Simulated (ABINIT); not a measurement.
Cu:

```
CELL_PARAMETERS angstrom
0.00000 1.80750 1.80750
1.80750 0.00000 1.80750
1.80750 1.80750 0.00000
ATOMIC_POSITIONS crystal
Cu 0.00000 0.00000 0.00000
```

Base run:

```yaml
Program: ABINIT 10.8.3 (patched build)
Functional: LDA
Potentials_or_basis: JTH PAW PBE v2.0
Cutoff: 844 eV
k_mesh: 13 × 13 × 13
Occupations: fermi-dirac, width 0.05 eV
Spin: no spin polarisation
```

Its results: band gap on the k mesh none (metal or under the smearing width); pressure -12.0 GPa.

Q: The run is repeated on the same cell with these changes: functional from LDA to revPBE. What comes out?

A: Band gap on the k mesh none (metal or under the smearing width); pressure 4.2 GPa.

revPBE binds less tightly than LDA, so the same cell stands under more pressure.

Caveats: the PAW data sets were made with another functional, which shifts forces and pressure a little.
